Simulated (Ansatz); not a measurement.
# Structures of NbSi: which is lowest?

Plane-wave DFT in Ansatz with scalar-relativistic PAW potentials, cutoff 420 eV, Γ-centred meshes chosen by cell and gap, Gaussian smearing with energies taken to zero width. Every cell was relaxed (cell and atoms) in a run of its own, within the symmetry of its start. Functional: PBE.

Relaxed structures (starts from databases or built by putting these elements on another compound's sites):
A. P4/mmm, 2 atoms in the computed cell, a = 2.937 Å, c = 3.625 Å; sites (symmetry × multiplicity) Nb 4/mmm × 1, Si 4/mmm × 1; start: built
B. Pmma, 4 atoms in the computed cell, a = 4.713 Å, b = 2.830 Å, c = 4.714 Å; sites (symmetry × multiplicity) Nb mm2 × 2, Si mm2 × 2; start: built

Question: Rank them by energy. Could pressure change the order?

Answer:
```csv
structure,group,E − E(lowest) (meV/atom),V (Å³/atom),gap on mesh (eV)
B,Pmma,0.0,15.72,0.00
A,P4/mmm,29.4,15.64,0.00
```

B is lowest, 29 meV/atom under A. The two lowest differ in volume by under 3 %, too little for a first-order estimate of what pressure does to that pair (other pairs aren't weighed here); with rigid cells even 3 % in favour of the higher one would need about 10 GPa. Other structures may lie lower than all of these, and vibrations aren't counted.